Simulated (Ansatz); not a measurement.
Wurtzite InN, treated with PBE (PAW; Ansatz, a quantum-chemistry and plane-wave program).

Numerical settings: plane-wave cutoff 520 eV, 12×12×6 k mesh (along the axes of the cell as run), Fermi–Dirac smearing 0.01 eV, scalar-relativistic PAW data made under PBE.

The cell is scaled about its equilibrium volume:

Shape and atoms are relaxed at each volume.

| V (Å³/atom) | P (GPa) | c (Å) | a (Å) |
|---|---|---|---|
| 15.420 | 5.47 | 5.705 | 3.533 |
| 15.741 | 2.58 | 5.746 | 3.557 |
| 16.062 | 0.00 | 5.788 | 3.580 |
| 16.383 | -2.30 | 5.828 | 3.603 |
| 16.705 | -4.35 | 5.867 | 3.626 |

Note: the gap of the solid is closed in this run; this level leaves the solid without a gap, although one is measured; the bulk modulus comes from volumes at which shape and atoms were relaxed.
